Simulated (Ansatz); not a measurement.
CsSnI3:

```
Cs I Sn
1.0
     6.20570    0.00000    0.00000
     0.00000    6.20570    0.00000
     0.00000    0.00000    6.20570
Cs I Sn
1 3 1
Direct
  0.00000 0.00000 0.00000
  0.50000 0.50000 0.00000
  0.50000 0.00000 0.50000
  0.00000 0.50000 0.50000
  0.50000 0.50000 0.50000
```

Base run:

- Program: Ansatz 0.2.0
- Functional: PBE
- Potentials or basis: all-electron LAPW, scalar-relativistic
- Cutoff: 190 eV
- Density cutoff: 759 eV
- Basis error allowed: 0.001 eV/atom
- k mesh: 5 × 5 × 5
- Occupations: fermi-dirac, width 0.05 eV
- Spin: no spin polarisation

Its results: band gap on the k mesh 1.75 eV, direct; pressure 0.5 GPa.

Question: The run is repeated on the same cell with these changes: functional from PBE to PBEsol. What comes out?

Answer: Band gap on the k mesh 1.73 eV, direct; pressure -0.7 GPa.

PBEsol binds more tightly than PBE, so the same cell stands under less pressure.

Caveats: spin-orbit coupling is left out, which moves the levels of the heavy elements; an odd mesh through Γ misses points on the zone boundary, where band edges often lie; the cell was measured hot, at 500 K.

Not every run made on this cell is shown here.
